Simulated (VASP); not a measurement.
The system is HfO2.

```xyz
3
Lattice="0.0000 2.5575 2.5575 2.5575 0.0000 2.5575 2.5575 2.5575 0.0000" Properties=species:S:1:pos:R:3 pbc="T T T"
Hf    0.0000    0.0000    0.0000
O     3.8363    3.8363    3.8363
O     1.2788    1.2788    1.2788
```

Measurements of this composition are mostly on another form, of space group No. 14.

Base run:

* Program: VASP 6.6.1
* Functional: r2SCAN
* Potentials or basis: VASP PAW PBE potentials, release 64 (Hf_pv, O)
* Cutoff: 520 eV
* k mesh: 10 × 10 × 10
* Occupations: gaussian, width 0.02 eV
* Spin: no spin polarisation

Its results: band gap on the k mesh 4.21 eV, direct.

Problem. The run is repeated on the same cell with these changes: functional from r2SCAN to LDA; potentials or basis from VASP PAW PBE potentials, release 64 (Hf_pv, O) to VASP PAW LDA potentials, release 64 (Hf_pv, O). What comes out?

Solution. Band gap on the k mesh 3.52 eV, direct.

Caveats: spin-orbit coupling is left out, which moves the levels of the heavy elements.
